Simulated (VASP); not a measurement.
# WS2 (R3m) in VASP: a series of runs

The runs below take WS2 through single point, with HSE06.

Everything below comes from runs of VASP 6.6.1. Logs are shortened: lines on timing, memory, paths and dates and some standing lists are left out, and cuts for length are marked.

### Step 1. The structure

It takes space group R3m (No. 160, trigonal). Conventional cell: a = 3.158 Å, b = 3.158 Å, c = 18.490 Å, α = 90.00°, β = 90.00°, γ = 120.00°. W (site symmetry 3m) has 6 S at 2.39 to 2.42 Å as nearest neighbours. S (site symmetry 3m) has 3 W at 2.42 Å as nearest neighbours. Around S (site symmetry 3m) lie 3 W at 2.39 Å.

Measurements of this composition are mostly on another form, of space group No. 194.

### Step 2. Single point, HSE06

Input file POSCAR:

```
WS2
1.0
    1.5790000000      0.9116360751      6.1633333333
   -1.5790000000      0.9116360751      6.1633333333
    0.0000000000     -1.8232721501      6.1633333333
W S
1 2
Direct
    0.0000000000      0.0000000000      0.0000000000
    0.5810000000      0.5810000000      0.5810000000
    0.7503000000      0.7503000000      0.7503000000
```

Input file INCAR.step1:

```
PREC     = Accurate       # precision mode
ENCUT    = 300            # plane-wave cutoff, eV
EDIFF    = 1E-5           # SCF threshold, eV
ISMEAR   = 0              # smearing method
SIGMA    = 0.01           # smearing width, eV
LREAL    = F              # projectors in reciprocal space
LASPH    = T              # aspherical terms in the spheres
NELM     = 100            # most SCF steps
ALGO     = Normal         # electronic algorithm
ISIF     = 2              # what is computed and relaxed
LWAVE    = T              # write WAVECAR
LCHARG   = F              # write CHGCAR
NBANDS   = 21             # bands
NKRED    = 1            
GGA      = PE             # functional
```

Input file INCAR.step2:

```
PREC     = Accurate       # precision mode
ENCUT    = 300            # plane-wave cutoff, eV
EDIFF    = 1E-6           # SCF threshold, eV
ISMEAR   = 0              # smearing method
SIGMA    = 0.01           # smearing width, eV
LREAL    = F              # projectors in reciprocal space
LASPH    = T              # aspherical terms in the spheres
NELM     = 100            # most SCF steps
ALGO     = Normal         # electronic algorithm
ISIF     = 2              # what is computed and relaxed
LWAVE    = F              # write WAVECAR
LCHARG   = F              # write CHGCAR
GGA      = PE             # functional
LHFCALC  = T              # exact exchange
HFSCREEN = 0.2            # screening, 1/A
PRECFOCK = Fast         
NBANDS   = 21             # bands
NKRED    = 1            
ISTART   = 1
```

Input file KPOINTS:

```
regular mesh
0
Gamma
  3 3 3
```

Potentials or basis: VASP PAW PBE potentials, release 64 (W_sv, S).

Started as:

```sh
$ cat potpaw_PBE.64/W_sv/POTCAR potpaw_PBE.64/S/POTCAR > POTCAR
$ cp INCAR.step1 INCAR
$ mpirun -np 1 vasp_std > vasp.out
$ cp INCAR.step2 INCAR
$ mpirun -np 1 vasp_std > vasp.out
```

OUTCAR:

```text
PREC = Accurate
   ENCUT = 300
   EDIFF = 1E-6
   ISMEAR = 0
   LREAL = F
   LASPH = T
   NELM = 100
   ISIF = 2
   GGA = PE
   LHFCALC = T
   HFSCREEN = 0.2
   PRECFOCK = Fast
   NKRED = 1
   ISTART = 1

 Found      6 irreducible k-points:

 Following reciprocal coordinates:
            Coordinates               Weight
  0.000000  0.000000  0.000000      1.000000
  0.333333  0.000000  0.000000      6.000000
  0.333333  0.333333  0.000000      6.000000
 -0.333333  0.333333  0.000000      6.000000
  0.333333  0.333333  0.333333      2.000000
 -0.333333  0.333333  0.333333      6.000000
   k-points           NKPTS =      6   k-points in BZ     NKDIM =     27   number of bands    NBANDS=     21
   number of dos      NEDOS =    301   number of ions     NIONS =      3
   total plane-waves  NPLWV =  46656
   dimension x,y,z NGX =    36 NGY =   36 NGZ =   36
   dimension x,y,z NGXF=    72 NGYF=   72 NGZF=   72
   ions per type =               1   2
   NGX,Y,Z   is equivalent  to a cutoff of   9.31,  9.31,  9.31 a.u.
   NGXF,Y,Z  is equivalent  to a cutoff of  18.62, 18.62, 18.62 a.u.
 SYSTEM =  unknown system
   PREC   = accura    normal or accurate (medium, high low for compatibility)
   ISTART =      1    job   : 0-new  1-cont  2-samecut
   ICHARG =      0    charge: 1-file 2-atom 10-const
   ISPIN  =      1    spin polarized calculation?
   LNONCOLLINEAR =      F non collinear calculations
   LSORBIT =      F    spin-orbit coupling
   LASPH  =      T    aspherical Exc in radial PAW
   ENCUT  =  300.0 eV  22.05 Ry    4.70 a.u.   9.08  9.08  9.08*2*pi/ulx,y,z
   NELM   =    100;   NELMIN=  2; NELMDL=  0     # of ELM steps
   EDIFF  = 0.1E-05   stopping-criterion for ELM
   LREAL  =      F    real-space projection
   EDIFFG = 0.1E-04   stopping-criterion for IOM
   NSW    =      0    number of steps for IOM
   IBRION =     -1    ionic relax: 0-MD 1-quasi-New 2-CG
   NFREE  =      0    steps in history (QN), initial steepest desc. (CG)
   ISIF   =      2    stress and relaxation
   ISYM   =      3    0-nonsym 1-usesym 2-fastsym
   POTIM  = 0.5000    time-step for ionic-motion
   TEBEG  =    0.0;   TEEND  =   0.0 temperature during run
   PSTRESS=    0.0 pullay stress
   NELECT =      26.0000    total number of electrons
   NUPDOWN=      -1.0000    fix difference up-down
   EMIN   =  10.00;   EMAX   =-10.00  energy-range for DOS
   EFERMI =   0.00;   METHOD = LEGACY
   ISMEAR =     0;   SIGMA  =   0.01  broadening in eV -4-tet -1-fermi 0-gaus
   EFERMI_NEDOS =   21; number of points for ismear=-14 and -15
   IALGO  =     38    algorithm
   IMIX   =      1    mixing-type and parameters
     AMIX     =   0.40;   BMIX     =  1.00
     AMIX_MAG =   1.60;   BMIX_MAG =  1.00
  volume/ion in A,a.u.               =      17.74       119.74
  Fermi-wavevector in a.u.,A,eV,Ry     =   1.289266  2.436359 22.615687  1.662206
  Thomas-Fermi vector in A             =   2.421169
   LORBIT       =      0    0 simple, 1 ext, 2 COOP (PROOUT), +10 PAW based schemes
   GGA     = PE    functional components
   LHFCALC =     T    Hartree Fock is set to
   PRECFOCK=fast      Normal, Fast or Accurate (Low or Medium for compatibility)
   ENCUT4O =  -1.0   cutoff for four orbital integrals eV
   NKREDX  =     1    reduce k-point grid by
   NKREDY  =     1    reduce k-point grid by
   NKREDZ  =     1    reduce k-point grid by
   AEXX    =    0.2500 exact exchange contribution
   HFSCREEN=    0.2000 screening length (either q_TF or 0.3 A-1)
   HFSCREENC=   0.2000 screening length for correlation (either q_TF or 0.3 A-1)
   ENCUTFOCK=  -1.0 apply spherical cutoff to Coloumb kernel
   IVDW    =     0    specifies the selected vdW correction
   LEPSILON=     F    determine dielectric tensor
   LRPA    =     F    only Hartree local field effects (RPA)
 non-spin polarized calculation
 Gauss-broadening in eV      SIGMA  =   0.01
  energy-cutoff  :      300.00
  volume of cell :       53.23
 maximum number of plane-waves:       654
  NGX = 20; NGY = 20; NGZ = 20

 number of electron      25.9999995 magnetization

 Free energy of the ion-electron system (eV)
  ---------------------------------------------------
  ext. energy  EPLUGINS =         0.00000000
  ---------------------------------------------------
  free energy    TOTEN  =       -28.12749794 eV

  energy without entropy =      -28.12749794  energy(sigma->0) =      -28.12749794

 E-fermi :   7.0920     XC(G=0):  -9.0078

 val. band max:        6.9690527844   @ k =   0.3333   0.3333   0.3333
 cond. band min:       9.0309407093   @ k =  -0.3333   0.3333   0.0000
 fundamental gap:      2.0618879249
 Fermi energy:         7.0920448349

 k-point     1 :       0.0000    0.0000    0.0000
  band No.  band energies     occupation
      1     -71.4400      2.00000
      2     -34.3107      2.00000
      3     -34.0197      2.00000
      4     -34.0197      2.00000
      5     -10.2455      2.00000
      6      -8.0789      2.00000
[... 13 lines left out ...]
     20      16.5888      0.00000
     21      18.3197      0.00000

 k-point     2 :       0.3333    0.0000    0.0000
  band No.  band energies     occupation
      1     -71.4216      2.00000
      2     -34.3551      2.00000
      3     -34.2502      2.00000
      4     -34.0954      2.00000
      5      -8.5357      2.00000
      6      -7.5952      2.00000
[... 13 lines left out ...]
     20      15.9659      0.00000
     21      18.7234      0.00000

 k-point     3 :       0.3333    0.3333    0.0000
  band No.  band energies     occupation
      1     -71.4217      2.00000
      2     -34.3551      2.00000
      3     -34.2502      2.00000
      4     -34.0954      2.00000
      5      -8.4733      2.00000
      6      -7.6836      2.00000
[... 13 lines left out ...]
     20      16.5946      0.00000
     21      18.3622      0.00000

 k-point     4 :      -0.3333    0.3333    0.0000
  band No.  band energies     occupation
      1     -71.4125      2.00000
      2     -34.3397      2.00000
      3     -34.3136      2.00000
      4     -34.2200      2.00000
      5      -7.3630      2.00000
      6      -7.2415      2.00000
[... 13 lines left out ...]
     20      17.1715      0.00000
     21      19.0782      0.00000

 k-point     5 :       0.3333    0.3333    0.3333
  band No.  band energies     occupation
      1     -71.4406      2.00000
      2     -34.3109      2.00000
      3     -34.0198      2.00000
      4     -34.0198      2.00000
      5     -10.0665      2.00000
      6      -8.4311      2.00000
[... 13 lines left out ...]
     20      17.5191      0.00000
     21      18.1440      0.00000

 k-point     6 :      -0.3333    0.3333    0.3333
  band No.  band energies     occupation
      1     -71.4219      2.00000
      2     -34.3551      2.00000
      3     -34.2503      2.00000
      4     -34.0956      2.00000
      5      -8.3544      2.00000
      6      -7.8288      2.00000
[... 13 lines left out ...]
     20      17.1257      0.00000
     21      18.0242      0.00000

------------------------ aborting loop because EDIFF is reached ----------------------------------------

  FORCE on cell =-STRESS in cart. coord.  units (eV):
  Direction    XX          YY          ZZ          XY          YZ          ZX
  --------------------------------------------------------------------------------------
  -------------------------------------------------------------------------------------
  Total       -0.2742625     -0.2742625     -0.5585612      0.0000000     -0.0000000      0.0000000
  in kB       -8.2547971     -8.2547971    -16.8116671      0.0000000     -0.0000000      0.0000000
  external PRESSURE =     -11.1070871 kB  Pullay stress =       0.0000000 kB

 VOLUME and BASIS-vectors are now :
 -----------------------------------------------------------------------------
  energy-cutoff  :      300.00
  volume of cell :       53.23
      direct lattice vectors                 reciprocal lattice vectors
     1.579000000  0.911636075  6.163333333     0.316656111  0.182821491  0.054083288
    -1.579000000  0.911636075  6.163333333    -0.316656111  0.182821491  0.054083288
     0.000000000 -1.823272150  6.163333333     0.000000000 -0.365642982  0.054083288

 POSITION                                       TOTAL-FORCE (eV/Angst)
 -----------------------------------------------------------------------------------
      0.00000      0.00000      0.00000         0.000000     -0.000000     -0.639341
      0.00000      0.00000     10.74269         0.000000      0.000000      0.884334
      0.00000      0.00000     13.87305         0.000000     -0.000000     -0.244993
 -----------------------------------------------------------------------------------
    total drift:                               -0.000020      0.000008      0.000471

  FREE ENERGIE OF THE ION-ELECTRON SYSTEM (eV)
  ---------------------------------------------------
  free  energy   TOTEN  =       -28.1274979432 eV

  energy  without entropy=      -28.1274979432  energy(sigma->0) =      -28.12749794
```

Wall time 2 min (1 thread of Intel Xeon 6975P-C (Granite Rapids), shared host); peak memory 0.29 GiB.

The run converged, but some of its settings lie outside the range that counts as converged, so its numbers aren't taken as properties of the crystal.

What came out:

| Item | Value |
| --- | --- |
| Free energy | -28.1275 eV |
| Pressure | -1.1 GPa |
| Largest force | 0.884 eV/Å |
| Band gap on the k mesh | 2.06 eV, indirect (least direct gap 2.60 eV) |

Caveat: the k mesh is coarse (spacing up to 0.77 Å⁻¹), so the values aren't converged, least of all with exact exchange; the cutoff is under 1.25 times the usual one of these potentials, so pressure, stress and relaxed cells hold a basis-set (Pulay) error; the PAW data sets were made with another functional, which shifts forces and pressure a little; spin-orbit coupling is left out, which moves the levels of the heavy elements; an odd mesh through Γ misses points on the zone boundary, where band edges often lie.

### Step 3. Single point, HSE06

POSCAR is that of step 2.

Edit INCAR.step1 of step 2 so:

```diff
@@ -1,3 +1,3 @@
 PREC     = Accurate       # precision mode
-ENCUT    = 300            # plane-wave cutoff, eV
+ENCUT    = 400            # plane-wave cutoff, eV
 EDIFF    = 1E-5           # SCF threshold, eV
```

Edit INCAR.step2 of step 2 so:

```diff
@@ -1,3 +1,3 @@
 PREC     = Accurate       # precision mode
-ENCUT    = 300            # plane-wave cutoff, eV
+ENCUT    = 400            # plane-wave cutoff, eV
 EDIFF    = 1E-6           # SCF threshold, eV
```

KPOINTS is that of step 2.

Potentials or basis: VASP PAW PBE potentials, release 64 (W_sv, S).

Started as:

```sh
$ cat potpaw_PBE.64/W_sv/POTCAR potpaw_PBE.64/S/POTCAR > POTCAR
$ cp INCAR.step1 INCAR
$ mpirun -np 1 vasp_std > vasp.out
$ cp INCAR.step2 INCAR
$ mpirun -np 1 vasp_std > vasp.out
```

OUTCAR:

```text
PREC = Accurate
   ENCUT = 400
   EDIFF = 1E-6
   ISMEAR = 0
   LREAL = F
   LASPH = T
   NELM = 100
   ISIF = 2
   GGA = PE
   LHFCALC = T
   HFSCREEN = 0.2
   PRECFOCK = Fast
   NKRED = 1
   ISTART = 1

 Found      6 irreducible k-points:

 Following reciprocal coordinates:
            Coordinates               Weight
  0.000000  0.000000  0.000000      1.000000
  0.333333  0.000000  0.000000      6.000000
  0.333333  0.333333  0.000000      6.000000
 -0.333333  0.333333  0.000000      6.000000
  0.333333  0.333333  0.333333      2.000000
 -0.333333  0.333333  0.333333      6.000000
   k-points           NKPTS =      6   k-points in BZ     NKDIM =     27   number of bands    NBANDS=     21
   number of dos      NEDOS =    301   number of ions     NIONS =      3
   total plane-waves  NPLWV =  74088
   dimension x,y,z NGX =    42 NGY =   42 NGZ =   42
   dimension x,y,z NGXF=    84 NGYF=   84 NGZF=   84
   ions per type =               1   2
   NGX,Y,Z   is equivalent  to a cutoff of  10.86, 10.86, 10.86 a.u.
   NGXF,Y,Z  is equivalent  to a cutoff of  21.73, 21.73, 21.73 a.u.
 SYSTEM =  unknown system
   PREC   = accura    normal or accurate (medium, high low for compatibility)
   ISTART =      1    job   : 0-new  1-cont  2-samecut
   ICHARG =      0    charge: 1-file 2-atom 10-const
   ISPIN  =      1    spin polarized calculation?
   LNONCOLLINEAR =      F non collinear calculations
   LSORBIT =      F    spin-orbit coupling
   LASPH  =      T    aspherical Exc in radial PAW
   ENCUT  =  400.0 eV  29.40 Ry    5.42 a.u.  10.48 10.48 10.48*2*pi/ulx,y,z
   NELM   =    100;   NELMIN=  2; NELMDL=  0     # of ELM steps
   EDIFF  = 0.1E-05   stopping-criterion for ELM
   LREAL  =      F    real-space projection
   EDIFFG = 0.1E-04   stopping-criterion for IOM
   NSW    =      0    number of steps for IOM
   IBRION =     -1    ionic relax: 0-MD 1-quasi-New 2-CG
   NFREE  =      0    steps in history (QN), initial steepest desc. (CG)
   ISIF   =      2    stress and relaxation
[... 17 lines left out ...]
   LORBIT       =      0    0 simple, 1 ext, 2 COOP (PROOUT), +10 PAW based schemes
   GGA     = PE    functional components
   LHFCALC =     T    Hartree Fock is set to
   PRECFOCK=fast      Normal, Fast or Accurate (Low or Medium for compatibility)
   ENCUT4O =  -1.0   cutoff for four orbital integrals eV
   NKREDX  =     1    reduce k-point grid by
   NKREDY  =     1    reduce k-point grid by
   NKREDZ  =     1    reduce k-point grid by
   AEXX    =    0.2500 exact exchange contribution
   HFSCREEN=    0.2000 screening length (either q_TF or 0.3 A-1)
   HFSCREENC=   0.2000 screening length for correlation (either q_TF or 0.3 A-1)
   ENCUTFOCK=  -1.0 apply spherical cutoff to Coloumb kernel
   IVDW    =     0    specifies the selected vdW correction
   LEPSILON=     F    determine dielectric tensor
   LRPA    =     F    only Hartree local field effects (RPA)
 non-spin polarized calculation
 Gauss-broadening in eV      SIGMA  =   0.01
  energy-cutoff  :      400.00
  volume of cell :       53.23
 maximum number of plane-waves:       974
 NGX is ok and might be reduce to    42
  NGX = 24; NGY = 24; NGZ = 24

 number of electron      26.0000002 magnetization

 Free energy of the ion-electron system (eV)
  ---------------------------------------------------
  ext. energy  EPLUGINS =         0.00000000
  ---------------------------------------------------
  free energy    TOTEN  =       -28.13861105 eV

  energy without entropy =      -28.13861105  energy(sigma->0) =      -28.13861105

 E-fermi :   7.0707     XC(G=0):  -9.0074

 val. band max:        6.9670345392   @ k =   0.3333   0.3333   0.3333
 cond. band min:       9.0288391535   @ k =  -0.3333   0.3333   0.0000
 fundamental gap:      2.0618046143
 Fermi energy:         7.0706551538

 k-point     1 :       0.0000    0.0000    0.0000
  band No.  band energies     occupation
      1     -71.4518      2.00000
      2     -34.3145      2.00000
      3     -34.0242      2.00000
      4     -34.0242      2.00000
      5     -10.2443      2.00000
      6      -8.0787      2.00000
[... 133 lines left out ...]
     20      17.1164      0.00000
     21      18.0169      0.00000

------------------------ aborting loop because EDIFF is reached ----------------------------------------

  FORCE on cell =-STRESS in cart. coord.  units (eV):
  Direction    XX          YY          ZZ          XY          YZ          ZX
  --------------------------------------------------------------------------------------
  -------------------------------------------------------------------------------------
  Total       -0.1092468     -0.1092468     -0.3838827      0.0000000     -0.0000000      0.0000000
  in kB       -3.2881270     -3.2881270    -11.5541649      0.0000000     -0.0000000      0.0000000
  external PRESSURE =      -6.0434730 kB  Pullay stress =       0.0000000 kB

 VOLUME and BASIS-vectors are now :
 -----------------------------------------------------------------------------
  energy-cutoff  :      400.00
  volume of cell :       53.23
      direct lattice vectors                 reciprocal lattice vectors
     1.579000000  0.911636075  6.163333333     0.316656111  0.182821491  0.054083288
    -1.579000000  0.911636075  6.163333333    -0.316656111  0.182821491  0.054083288
     0.000000000 -1.823272150  6.163333333     0.000000000 -0.365642982  0.054083288

 POSITION                                       TOTAL-FORCE (eV/Angst)
 -----------------------------------------------------------------------------------
      0.00000      0.00000      0.00000         0.000000     -0.000000     -0.640275
      0.00000      0.00000     10.74269         0.000000      0.000000      0.890246
      0.00000      0.00000     13.87305         0.000000     -0.000000     -0.249971
 -----------------------------------------------------------------------------------
    total drift:                               -0.000011     -0.000052      0.000066

  FREE ENERGIE OF THE ION-ELECTRON SYSTEM (eV)
  ---------------------------------------------------
  free  energy   TOTEN  =       -28.1386110514 eV

  energy  without entropy=      -28.1386110514  energy(sigma->0) =      -28.13861105
```

Run time: 3 min. Hardware: 1 thread of Intel Xeon 6975P-C (Granite Rapids), shared host; peak memory 0.35 GiB.

These settings aren't checked as converged: the numbers below hold their error.

What came out:

* Free energy: -28.1386 eV
* Pressure: -0.6 GPa
* Largest force: 0.890 eV/Å
* Band gap on the k mesh: 2.06 eV, indirect (least direct gap 2.60 eV)

Caveat: the k mesh is coarse (spacing up to 0.77 Å⁻¹), so the values aren't converged, least of all with exact exchange; the PAW data sets were made with another functional, which shifts forces and pressure a little; spin-orbit coupling is left out, which moves the levels of the heavy elements; an odd mesh through Γ misses points on the zone boundary, where band edges often lie.

[end of part 1 of 2]
